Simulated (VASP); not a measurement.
Crystal: C.

```
C
1.0
     0.00000    1.78337    1.78337
     1.78337    0.00000    1.78337
     1.78337    1.78337    0.00000
C
2
Direct
  0.00000 0.00000 0.00000
  0.25000 0.25000 0.25000
```

This isn't the form of C at room conditions, which is graphite.

Program: VASP 6.6.1. Alike in all runs: task single point; no spin polarisation; cell as given; cutoff (eV) 520; smearing fermi-dirac 0.02 eV.

Task: Order these runs on this cell by their band gap on the k mesh, lowest first.
A. level HSE06; potentials or basis VASP PAW PBE potentials, release 64 (C); k mesh 8 × 8 × 8; grid for exact exchange (PRECFOCK) Fast; screening parameter 0.2 1/A
B. level r2SCAN; potentials or basis VASP PAW PBE potentials, release 64 (C); k mesh 11 × 11 × 11
C. level LDA; potentials or basis VASP PAW LDA potentials, release 64 (C); k mesh 11 × 11 × 11

Result: C (4.10 eV), B (4.32 eV), A (5.30 eV).

Caveats: an odd mesh through Γ misses points on the zone boundary, where band edges often lie (some runs).

A k mesh can miss the band edges, odd and even meshes differently.
